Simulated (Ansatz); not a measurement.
BeO:
```cif
data_Be2O2
_chemical_formula_sum 'Be2 O2'
_space_group_name_H-M_alt 'P63mc'
_space_group_IT_number 186
_space_group_name_Hall 'P 6c -2c'
_cell_length_a 2.69055
_cell_length_b 2.69055
_cell_length_c 4.36964
_cell_angle_alpha 90.000
_cell_angle_beta 90.000
_cell_angle_gamma 120.000
loop_
_atom_site_label
_atom_site_type_symbol
_atom_site_symmetry_multiplicity
_atom_site_Wyckoff_symbol
_atom_site_fract_x
_atom_site_fract_y
_atom_site_fract_z
_atom_site_occupancy
Be1 Be 2 b 0.66667 0.33333 0.49989 1
O1 O 2 b 0.33333 0.66667 0.37761 1
```

Relaxed with r²SCAN. r²SCAN (plane waves, PAW; program Ansatz) gives a gap of 8.55 eV.

Problem. What gap does HSE06 give on the same cell (Ansatz, PAW)?

Solution. 9.57 eV, 1.02 eV more. The hybrid was solved on a coarser mesh and at special points; its gap is the smallest among all of these.

| k | v1 r²SCAN | c1 r²SCAN | v1 HSE06 | c1 HSE06 |
|---|---|---|---|---|
| Γ | 0.00 | 8.55 | 0.00 | 9.57 |
| A | -0.55 | 10.90 | … | … |
| K | -2.46 | 10.01 | … | … |
| H | -1.30 | 12.65 | -1.39 | 13.70 |
| M | -0.95 | 10.73 | … | … |
| L | -1.77 | 10.00 | … | … |

Problem. Top valence (v1) and lowest conduction level (c1) in eV from each method's valence maximum (which need not be a listed point): supply the withheld HSE06 values.

Solution. 
- A, v1 HSE06: -0.59
- A, c1 HSE06: 11.95
- K, v1 HSE06: -2.63
- K, c1 HSE06: 10.95
- L, v1 HSE06: -1.87
- L, c1 HSE06: 10.94
- M, v1 HSE06: -1.02
- M, c1 HSE06: 11.71

Cost on shared cores: the r²SCAN run (SCF on a 12×12×6 mesh, then bands and DOS) very roughly 29 core-seconds, the HSE06 run (SCF on 9×9×5, then a few points) very roughly 2.5 core-minutes; the tasks are unlike.

Space group P6_3mc (wurtzite). The cell was relaxed with r²SCAN under the symmetry of its start; phonons on a q-mesh show no instability.

Potentials: the later of the program's two PAW sets.
